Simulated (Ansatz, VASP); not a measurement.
# Pd: VASP beside Ansatz

```
Pd
1.0
     0.00000    1.94650    1.94650
     1.94650    0.00000    1.94650
     1.94650    1.94650    0.00000
Pd
1
Direct
  0.00000 0.00000 0.00000
```

Alike in both runs: task single point; functional PBE; k mesh 12 × 12 × 12; occupations gaussian, width 0.012 eV; no spin polarisation.

|  | VASP | Ansatz |
| --- | --- | --- |
| version | VASP 6.6.1 | Ansatz 0.2.0 |
| potentials or method | VASP PAW PBE potentials, release 64 (Pd) | Ansatz PAW |
| plane-wave cutoff (eV) | 520 | 420 |
| valence electrons in the cell | 10 | 18 |

```tsv
	VASP	Ansatz	Ansatz less VASP
gap on the k mesh at the Fermi level (eV)	none	none	-
pressure (GPa)	6.6	6.9	+0.28
```

A gap of «none» marks a metal or a gap that the smearing closes. The two sets of potentials don't hold the same shells in valence.
